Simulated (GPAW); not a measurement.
# Hf (Fm-3m) in GPAW: a series of runs, part 3 of 3

GPAW 26.7.0. Earlier steps stand in the parts before.

## (6) Electron localisation function, SCAN+U, collinear spin, ferromagnetic start

run.py

```python
from ase.dft.bandgap import bandgap
from ase.io import read, write
from ase.units import Bohr, GPa
from gpaw import GPAW, PW
from gpaw.elf import elf_from_dft_calculation

atoms = read('Hf.cif')
atoms.set_initial_magnetic_moments([0.5])

calc = GPAW(mode=PW(600),
            xc='MGGA_X_SCAN+MGGA_C_SCAN',
            kpts={'size': (10, 10, 10), 'gamma': True},
            occupations={'name': 'fermi-dirac', 'width': 0.05},
            setups={'Hf': ':d,8.0'},
            nbands=14,
            convergence={'density': 1e-05, 'energy': 1e-05},
            maxiter=150,
            txt='gpaw.txt')
atoms.calc = calc
energy = atoms.get_potential_energy()
forces = atoms.get_forces()
stress = atoms.get_stress()
calc.write('gs.gpw')
write('result.traj', atoms)
print(f'Energy: {energy:.6f} eV')
print('Forces (eV/A):')
print(forces.round(4))
print('Stress (GPa):', (stress / GPa).round(3))
print('Moments:', calc.get_magnetic_moments().round(3))
print('Fermi level:', round(calc.get_fermi_level(), 4), 'eV')
print(f'Gap: {bandgap(calc)[0]:.4f} eV, direct: {bandgap(calc, direct=True)[0]:.4f} eV')

# fields on the real-space grid
write('density.cube', atoms, data=calc.get_pseudo_density() * Bohr**3)
write('potential.cube', atoms, data=calc.get_electrostatic_potential())
write('spin.cube', atoms, data=(calc.get_pseudo_density(spin=0) - calc.get_pseudo_density(spin=1)) * Bohr**3)
write('elf.cube', atoms, data=elf_from_dft_calculation(calc).data)
```

Hf.cif

```cif
data_Hf
_cell_length_a 3.13955411
_cell_length_b 3.13955411
_cell_length_c 3.13955411
_cell_angle_alpha 60.00000000
_cell_angle_beta 60.00000000
_cell_angle_gamma 60.00000000
_space_group_name_H-M_alt 'P1'
_space_group_name_Hall 'P 1'
_space_group_IT_number 1
loop_
_space_group_symop_operation_xyz
'x,y,z'
loop_
_atom_site_label
_atom_site_type_symbol
_atom_site_symmetry_multiplicity
_atom_site_Wyckoff_symbol
_atom_site_fract_x
_atom_site_fract_y
_atom_site_fract_z
_atom_site_occupancy
Hf1 Hf 1 a 0.0000000000 0.0000000000 0.0000000000 1
```

Potentials or basis: GPAW PAW data sets (gpaw-data 1.2.1), pw.

Command:

```sh
OMP_NUM_THREADS=1 python run.py
```

Run time: 2.4 min. Hardware: 1 thread of Arm Neoverse V2, shared host; peak memory 0.26 GiB.

The run converged. Its results:

```
Free energy            : -34.2896 eV
Pressure               : 34.8 GPa
Band gap on the k mesh : none (metal or under the smearing width)
Net moment             : 0.50 μB per cell
Site moments           : Hf +0.26 μB
```

Levels at points of the mesh, in eV from the Fermi level:
Spin up:
| k point | band 3 | band 4 | band 5 | band 6 | band 7 | band 8 | band 9 | band 10 |
| --- | --- | --- | --- | --- | --- | --- | --- | --- |
| (0.00, 0.00, 0.00) | -32.84 | -32.84 | -9.52 | 1.50 | 1.51 | 1.51 | 6.83 | 6.84 |
| (0.50, 0.50, 0.00) | -33.17 | -33.17 | -3.20 | -2.80 | 0.47 | 7.94 | 7.95 | 8.56 |
| (0.50, 0.50, 0.50) | -32.96 | -32.96 | -5.15 | -1.16 | 2.04 | 2.06 | 8.16 | 8.18 |
Spin down:
| k point | band 3 | band 4 | band 5 | band 6 | band 7 | band 8 | band 9 | band 10 |
| --- | --- | --- | --- | --- | --- | --- | --- | --- |
| (0.00, 0.00, 0.00) | -32.66 | -32.66 | -9.07 | 3.02 | 3.02 | 3.02 | 7.00 | 7.00 |
| (0.50, 0.50, 0.00) | -32.98 | -32.98 | -3.42 | -1.07 | 1.38 | 8.93 | 8.93 | 9.69 |
| (0.50, 0.50, 0.50) | -32.78 | -32.78 | -3.96 | -1.06 | 2.89 | 2.89 | 9.25 | 9.25 |

Caveat: a pressure of tens of GPa on the cell as given is suspect, and the run, the potentials or the cell itself is likely at fault; the PAW data sets were made with another functional, which shifts forces and pressure a little; the U is typed as a test and isn't derived for this compound. Spin-orbit coupling is left out, which matters for the levels of Hf.

## (7) Band structure, BP86+U, spin-orbit coupling, no magnetisation (volume scaled by 1.04)

run.py

```python
import numpy as np
from ase.dft.bandgap import bandgap
from ase.io import read, write
from ase.units import GPa
from gpaw import GPAW, PW, setup_paths
from gpaw.spinorbit import soc_eigenstates

setup_paths.insert(0, '.')

atoms = read('Hf.cif')

calc = GPAW(mode=PW(600),
            xc='GGA_X_B88+GGA_C_P86',
            kpts={'size': (10, 10, 10), 'gamma': True},
            occupations={'name': 'fermi-dirac', 'width': 0.05},
            setups={'Hf': ':d,8.0'},
            nbands=14,
            convergence={'density': 1e-05, 'energy': 1e-05},
            maxiter=150,
            txt='gpaw.txt')
atoms.calc = calc
energy = atoms.get_potential_energy()
forces = atoms.get_forces()
stress = atoms.get_stress()
calc.write('gs.gpw')
write('result.traj', atoms)
print(f'Energy: {energy:.6f} eV')
print('Forces (eV/A):')
print(forces.round(4))
print('Stress (GPa):', (stress / GPa).round(3))
print('Fermi level:', round(calc.get_fermi_level(), 4), 'eV')
print(f'Gap: {bandgap(calc)[0]:.4f} eV, direct: {bandgap(calc, direct=True)[0]:.4f} eV')

path = atoms.cell.bandpath('GXWKGLUWLK,UX', npoints=100, eps=1e-4)
bs_calc = calc.fixed_density(kpts=path, symmetry='off', nbands=22,
                             convergence={'bands': 'CBM+6.0', 'eigenstates': 1e-6}, txt='bands.txt')
bs = bs_calc.band_structure()
bs.write('bs.json')
print(f'Gap on the path: {bandgap(bs_calc)[0]:.4f} eV')

soc = soc_eigenstates(bs_calc, theta=0, phi=0)
np.savetxt('soc_bands.dat', soc.eigenvalues(), fmt='%.4f')
mesh = soc_eigenstates('gs.gpw', theta=0, phi=0)
np.savetxt('soc_mesh.dat', mesh.eigenvalues(), fmt='%.4f')
print('Fermi level with spin-orbit coupling:', round(mesh.fermi_level, 4), 'eV')
```

Changes to Hf.cif since step 6:

```diff
@@ -1,5 +1,5 @@
 data_Hf
-_cell_length_a 3.13955411
-_cell_length_b 3.13955411
-_cell_length_c 3.13955411
+_cell_length_a 3.18086877
+_cell_length_b 3.18086877
+_cell_length_c 3.18086877
 _cell_angle_alpha 60.00000000
```

Potentials or basis: PAW data sets generated in the run's folder for this functional, pw.

Command:

```sh
gpaw-setup -f GGA_X_B88+GGA_C_P86 Hf
OMP_NUM_THREADS=1 python run.py
```

Run time: 23 s. Hardware: 1 thread of Arm Neoverse V2, shared host; peak memory 0.23 GiB.

It converged, with:

```
Free energy             : -1.0887 eV
Pressure                : 30.5 GPa
Band gap along the path : none (metal or under the smearing width)
```

Levels at the corners of the path, in eV from the Fermi level:
| point | band 9 | band 10 | band 11 | band 12 | band 13 | band 14 | band 15 | band 16 |
| --- | --- | --- | --- | --- | --- | --- | --- | --- |
| Γ | -8.72 | -8.72 | 2.06 | 2.06 | 2.06 | 2.06 | 2.36 | 2.36 |
| X | -2.98 | -2.98 | -1.76 | -1.76 | 0.77 | 0.77 | 7.79 | 7.79 |
| W | -1.57 | -1.57 | -0.82 | -0.82 | -0.39 | -0.39 | 2.48 | 2.48 |
| K | -1.91 | -1.91 | -1.62 | -1.62 | 0.09 | 0.09 | 5.14 | 5.14 |
| Γ | -8.72 | -8.72 | 2.06 | 2.06 | 2.06 | 2.06 | 2.36 | 2.36 |
| L | -4.26 | -4.26 | -1.01 | -1.01 | 2.22 | 2.23 | 2.58 | 2.58 |
| U | -1.91 | -1.91 | -1.62 | -1.62 | 0.09 | 0.09 | 5.14 | 5.14 |
| W | -1.57 | -1.57 | -0.82 | -0.82 | -0.39 | -0.39 | 2.48 | 2.48 |
| L | -4.26 | -4.26 | -1.01 | -1.01 | 2.22 | 2.23 | 2.58 | 2.58 |
| K | -1.91 | -1.91 | -1.62 | -1.62 | 0.09 | 0.09 | 5.14 | 5.14 |
| U | -1.91 | -1.91 | -1.62 | -1.62 | 0.09 | 0.09 | 5.14 | 5.14 |
| X | -2.98 | -2.98 | -1.76 | -1.76 | 0.77 | 0.77 | 7.79 | 7.79 |

Caveat: spin-orbit coupling was added after a scalar SCF, so levels and gaps hold it while energy, forces, pressure and moments don't; this program's spin-orbit splittings come out too wide for heavy elements; U without spin polarisation on a metal has little footing; the U is typed as a test and isn't derived for this compound.

## (8) The runs side by side

| task | level | potentials or basis | spin | U | cell | k mesh | band path | band points | spin axis theta (degrees) | spin axis phi (degrees) | U projector left unscaled | mesh quality | gap on the mesh (eV) | pressure (GPa) | moment (μB) |
| --- | --- | --- | --- | --- | --- | --- | --- | --- | --- | --- | --- | --- | --- | --- | --- |
| band structure | SOGGA | PAW data sets generated in the run's folder for this functional, pw | off | - | as given | 10 × 10 × 10 | GXWKGLUWLK,UX | 100 | - | - | - | not flagged | - | -1.4 | - |
| band structure | PBE+D4 | GPAW PAW data sets (gpaw-data 1.2.1), pw | SOC, no magnetisation | - | cell strained at random at fixed volume | 8 × 8 × 8 | XGY,LGZ,NGM,RG | 80 | 90 | 0 | - | not flagged | - | 2.1 | - |
| density of states | r2SCAN+U | GPAW PAW data sets (gpaw-data 1.2.1), pw | off | Hf d U = 1 eV | as given | 10 × 10 × 10 | - | - | - | - | no | not flagged | none | 7.6 | - |
| relaxation of cell and atoms | RPBE+D3(BJ)+ATM+U | PAW data sets generated in the run's folder for this functional, pw | collinear, random start | Hf d U = 3 eV | relaxed from: cell strained at random at fixed volume | 5 × 6 × 5 | - | - | - | - | no | coarse | none | -0.1 | 0.00 |
| electron localisation function | SCAN+U | GPAW PAW data sets (gpaw-data 1.2.1), pw | collinear, ferromagnetic start | Hf d U = 8 eV | as given | 10 × 10 × 10 | - | - | - | - | no | not flagged | none | 34.8 | 0.50 |
| band structure | BP86+U | PAW data sets generated in the run's folder for this functional, pw | SOC, no magnetisation | Hf d U = 8 eV | volume scaled by 1.04 | 10 × 10 × 10 | GXWKGLUWLK,UX | 100 | 0 | 0 | no | not flagged | - | 30.5 | - |

Alike in all rows: cutoff (eV) 600; smearing fermi-dirac 0.05 eV.

Caveats: some runs use coarse meshes; the U is typed as a test and isn't derived for this compound (some runs); spin-orbit coupling was added after a scalar SCF, so levels and gaps hold it while energy, forces, pressure and moments don't (some runs); this program's spin-orbit splittings come out too wide for heavy elements (some runs); pairwise dispersion overbinds metals, which lowers pressure and volume (some runs); the PAW data sets were made with another functional, which shifts forces and pressure a little (some runs); U without spin polarisation on a metal has little footing (some runs); spin-orbit coupling is left out, which moves the levels of the heavy elements (some runs).

Absolute energies hang on the potentials; compare differences alone.
